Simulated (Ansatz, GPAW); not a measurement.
**CoO: programs and potentials compared**

```xyz
2
Lattice="0.0000 2.1315 2.1315 2.1315 0.0000 2.1315 2.1315 2.1315 0.0000" Properties=species:S:1:pos:R:3 pbc="T T T"
Co    0.0000    0.0000    0.0000
O     2.1315    2.1315    2.1315
```

Alike in all runs: task single point; functional PBE; k mesh 11 × 11 × 11; occupations gaussian, width 0.03 eV; collinear spin, ferromagnetic start; no spin-orbit coupling. The measured crystal is an antiferromagnetic insulator; the state found here is the runs' own. Pressure is positive in compression and, in plane waves, holds the error of the finite cutoff, which Ansatz's Pulay term estimates and takes out.

```json
{"program and potentials": "Ansatz, Ansatz PAW", "plane-wave cutoff (eV)": "420", "notes": "11.5 valence electrons an atom on average; Pulay term of +0.74 GPa included", "pressure (GPa)": "-1.62", "net moment per atom (μB)": "1.49"}
{"program and potentials": "GPAW, GPAW PAW data sets (gpaw-data 1.2.1)", "plane-wave cutoff (eV)": "800", "notes": "7.5 valence electrons an atom on average", "pressure (GPa)": "-1.10", "net moment per atom (μB)": "1.49"}
{"program and potentials": "Ansatz, all-electron LAPW, scalar-relativistic", "plane-wave cutoff (eV)": "-", "notes": "-", "pressure (GPa)": "-1.72", "net moment per atom (μB)": "1.49"}
```

The pressure spans -1.72 (Ansatz, all-electron LAPW, scalar-relativistic) to -1.10 GPa (GPAW, GPAW PAW data sets (gpaw-data 1.2.1)), with all-electron results at -1.72. All agree on the net moment per atom. The state is the one that the start led to, which needn't be the lowest.

Differences between rows come from potentials, basis sets and numerical settings, since the functional is the same but for its coding. Runs on potential files found faulty are left out.
